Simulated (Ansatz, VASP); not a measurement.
# BN: VASP beside Ansatz

File INCAR:

```
PREC = Accurate
ENCUT = 600
EDIFF = 1E-6
ISMEAR = 0
SIGMA = 0.02
LREAL = F
LASPH = T
NELM = 80
ALGO = Normal
ISIF = 3
LWAVE = F
LCHARG = F
IBRION = 2
NSW = 100
EDIFFG = -0.005
```

File KPOINTS:

```
regular mesh
0
Gamma
  12 12 4
```

The input POSCAR:

```
BN
1.0
    2.4982400000      0.0000000000      0.0000000000
   -1.2491200000      2.1635393048      0.0000000000
    0.0000000000      0.0000000000      6.6357000000
B N
2 2
Direct
    0.3333333333      0.6666666667      0.2500000000
    0.6666666667      0.3333333333      0.7500000000
    0.3333333333      0.6666666667      0.7500000000
    0.6666666667      0.3333333333      0.2500000000
```

Input for Ansatz:

```yaml
crystal:
  lattice:
    - [2.49824, 0.0, 0.0]
    - [-1.24912, 2.1635393048, 0.0]
    - [0.0, 0.0, 6.6357]
  atoms:
    - { symbol: B, position: [0.3333333333, 0.6666666667, 0.25] }
    - { symbol: B, position: [0.6666666667, 0.3333333333, 0.75] }
    - { symbol: "N", position: [0.3333333333, 0.6666666667, 0.75] }
    - { symbol: "N", position: [0.6666666667, 0.3333333333, 0.25] }
basis:
  ecutwfc: 420
kpoints:
  mp_grid: { grid: [12, 12, 4] }
hamiltonian:
  xc: lda
scf:
  occupations: { method: gaussian, width: 0.02 }
output:
  forces: true
  stress: true
  eigenvalues: true
  write_density: true
  write_potential: true
  elf: true
  volumetric_format: npy
relax:
  adjacent_minimum: "off"
  f_tol: 0.005
  max_steps: 80
  cell: { stress_tol: 0.05 }
```

Alike in both runs: task relaxation of cell and atoms; functional LDA; k mesh 12 × 12 × 4; occupations gaussian, width 0.02 eV; no spin polarisation.

|  | VASP | Ansatz |
| --- | --- | --- |
| version | VASP 6.6.1 | Ansatz 0.2.0 |
| potentials or method | VASP PAW LDA potentials, release 64 (B, N) | scalar-relativistic, plane waves, PAW |
| plane-wave cutoff (eV) | 600 | 420 |
| valence electrons in the cell | 16 | 16 |

```tsv
	VASP	Ansatz	Ansatz less VASP
gap on the k mesh at the Fermi level, each at its own relaxed structure (eV)	4.03	4.07	+0.043
relaxed volume (Å³/atom)	8.63	8.71	+0.078
relaxed cell length with the largest relative difference (Å)	6.430	6.495	+0.0649
energy change over the relaxation (meV/atom)	-1	-1	+0.2
```

A k mesh can miss the band edges. LDA usually gives volumes a few per cent too small. Zero-point motion and thermal expansion aren't in these numbers.
